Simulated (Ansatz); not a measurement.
# MgO: the cost of one run

Computed with Ansatz 0.2.0 (DFT PBE, scalar-relativistic, plane waves, PAW, unless a step's input says otherwise).

The COD entry's cell or inner coordinates are ideal or old and differ from later refinements, so a difference from it is no clean test against experiment.

## Step 1: The system as given

It takes space group Fm-3m (No. 225, cubic). The conventional cell has a = 4.217 Å, b = 4.217 Å, c = 4.217 Å, α = 90.00°, β = 90.00°, γ = 90.00°. Around Mg (site symmetry m-3m) lie 6 O at 2.11 Å. O (site symmetry m-3m) is surrounded by 6 Mg at 2.11 Å.

Coordinates:

```xyz
54
Lattice="0.0000 6.3255 6.3255 6.3255 0.0000 6.3255 6.3255 6.3255 0.0000" Properties=species:S:1:pos:R:3 pbc="T T T"
Mg    0.0000    0.0000    0.0000
Mg    2.1085    2.1085    0.0000
Mg    4.2170    4.2170    0.0000
Mg    2.1085    0.0000    2.1085
Mg    4.2170    2.1085    2.1085
Mg    6.3255    4.2170    2.1085
Mg    4.2170    0.0000    4.2170
Mg    6.3255    2.1085    4.2170
Mg    8.4340    4.2170    4.2170
Mg    0.0000    2.1085    2.1085
Mg    2.1085    4.2170    2.1085
Mg    4.2170    6.3255    2.1085
Mg    2.1085    2.1085    4.2170
Mg    4.2170    4.2170    4.2170
Mg    6.3255    6.3255    4.2170
Mg    4.2170    2.1085    6.3255
Mg    6.3255    4.2170    6.3255
Mg    8.4340    6.3255    6.3255
Mg    0.0000    4.2170    4.2170
Mg    2.1085    6.3255    4.2170
Mg    4.2170    8.4340    4.2170
Mg    2.1085    4.2170    6.3255
Mg    4.2170    6.3255    6.3255
Mg    6.3255    8.4340    6.3255
Mg    4.2170    4.2170    8.4340
Mg    6.3255    6.3255    8.4340
Mg    8.4340    8.4340    8.4340
O     2.1085    2.1085    2.1085
O     4.2170    4.2170    2.1085
O     6.3255    6.3255    2.1085
O     4.2170    2.1085    4.2170
O     6.3255    4.2170    4.2170
O     8.4340    6.3255    4.2170
O     6.3255    2.1085    6.3255
O     8.4340    4.2170    6.3255
O    10.5425    6.3255    6.3255
O     2.1085    4.2170    4.2170
O     4.2170    6.3255    4.2170
O     6.3255    8.4340    4.2170
O     4.2170    4.2170    6.3255
O     6.3255    6.3255    6.3255
O     8.4340    8.4340    6.3255
O     6.3255    4.2170    8.4340
O     8.4340    6.3255    8.4340
O    10.5425    8.4340    8.4340
O     2.1085    6.3255    6.3255
O     4.2170    8.4340    6.3255
O     6.3255   10.5425    6.3255
O     4.2170    6.3255    8.4340
O     6.3255    8.4340    8.4340
O     8.4340   10.5425    8.4340
O     6.3255    6.3255   10.5425
O     8.4340    8.4340   10.5425
O    10.5425   10.5425   10.5425
```

The runs take a perfect supercell of 54 atoms; the defect goes to fractional position (0.000, 0.000, 0.000).

## Step 2: The perfect supercell

input.yaml reads:

```yaml
crystal:
  lattice:
    - [0.0, 6.3255, 6.3255]
    - [6.3255, 0.0, 6.3255]
    - [6.3255, 6.3255, 0.0]
  atoms:
    - { symbol: Mg, position: [0.0, 0.0, 0.0] }
    - { symbol: Mg, position: [0.0, 0.0, 0.333333] }
    - { symbol: Mg, position: [0.0, 0.0, 0.666667] }
    - { symbol: Mg, position: [0.0, 0.333333, 0.0] }
    - { symbol: Mg, position: [0.0, 0.333333, 0.333333] }
    - { symbol: Mg, position: [0.0, 0.333333, 0.666667] }
    - { symbol: Mg, position: [0.0, 0.666667, 0.0] }
    - { symbol: Mg, position: [0.0, 0.666667, 0.333333] }
    - { symbol: Mg, position: [0.0, 0.666667, 0.666667] }
    - { symbol: Mg, position: [0.333333, 0.0, 0.0] }
    - { symbol: Mg, position: [0.333333, 0.0, 0.333333] }
    - { symbol: Mg, position: [0.333333, 0.0, 0.666667] }
    - { symbol: Mg, position: [0.333333, 0.333333, 0.0] }
    - { symbol: Mg, position: [0.333333, 0.333333, 0.333333] }
    - { symbol: Mg, position: [0.333333, 0.333333, 0.666667] }
    - { symbol: Mg, position: [0.333333, 0.666667, 0.0] }
    - { symbol: Mg, position: [0.333333, 0.666667, 0.333333] }
    - { symbol: Mg, position: [0.333333, 0.666667, 0.666667] }
    - { symbol: Mg, position: [0.666667, 0.0, 0.0] }
    - { symbol: Mg, position: [0.666667, 0.0, 0.333333] }
    - { symbol: Mg, position: [0.666667, 0.0, 0.666667] }
    - { symbol: Mg, position: [0.666667, 0.333333, 0.0] }
    - { symbol: Mg, position: [0.666667, 0.333333, 0.333333] }
    - { symbol: Mg, position: [0.666667, 0.333333, 0.666667] }
    - { symbol: Mg, position: [0.666667, 0.666667, 0.0] }
    - { symbol: Mg, position: [0.666667, 0.666667, 0.333333] }
    - { symbol: Mg, position: [0.666667, 0.666667, 0.666667] }
    - { symbol: O, position: [0.166667, 0.166667, 0.166667] }
    - { symbol: O, position: [0.166667, 0.166667, 0.5] }
    - { symbol: O, position: [0.166667, 0.166667, 0.833333] }
    - { symbol: O, position: [0.166667, 0.5, 0.166667] }
    - { symbol: O, position: [0.166667, 0.5, 0.5] }
    - { symbol: O, position: [0.166667, 0.5, 0.833333] }
    - { symbol: O, position: [0.166667, 0.833333, 0.166667] }
    - { symbol: O, position: [0.166667, 0.833333, 0.5] }
    - { symbol: O, position: [0.166667, 0.833333, 0.833333] }
    - { symbol: O, position: [0.5, 0.166667, 0.166667] }
    - { symbol: O, position: [0.5, 0.166667, 0.5] }
    - { symbol: O, position: [0.5, 0.166667, 0.833333] }
    - { symbol: O, position: [0.5, 0.5, 0.166667] }
    - { symbol: O, position: [0.5, 0.5, 0.5] }
    - { symbol: O, position: [0.5, 0.5, 0.833333] }
    - { symbol: O, position: [0.5, 0.833333, 0.166667] }
    - { symbol: O, position: [0.5, 0.833333, 0.5] }
    - { symbol: O, position: [0.5, 0.833333, 0.833333] }
    - { symbol: O, position: [0.833333, 0.166667, 0.166667] }
    - { symbol: O, position: [0.833333, 0.166667, 0.5] }
    - { symbol: O, position: [0.833333, 0.166667, 0.833333] }
    - { symbol: O, position: [0.833333, 0.5, 0.166667] }
    - { symbol: O, position: [0.833333, 0.5, 0.5] }
    - { symbol: O, position: [0.833333, 0.5, 0.833333] }
    - { symbol: O, position: [0.833333, 0.833333, 0.166667] }
    - { symbol: O, position: [0.833333, 0.833333, 0.5] }
    - { symbol: O, position: [0.833333, 0.833333, 0.833333] }
basis:
  ecutwfc: 420
  fft_grid_basis: typed
kpoints:
  mp_grid: { grid: [2, 2, 2] }
hamiltonian:
  xc: pbe
  pseudopotentials: { kind: paw }
scf:
  occupations: { method: gaussian, width: 0.05 }
output:
  forces: true
  stress: false
  eigenvalues: true
  bader: false
  write_density: true
  volumetric_format: npy
```

Run with:

```bash
> ansatz run input.yaml --threads 4 --pin off --max-ram 10240MiB --backend cpu --events-out ev --progress --plain --runs-dir out
```

Q: Estimate wall time and peak memory on 4 threads of Intel Xeon 6975P-C (Granite Rapids), shared host.

About 3 s, with a peak of 1.9 GiB.
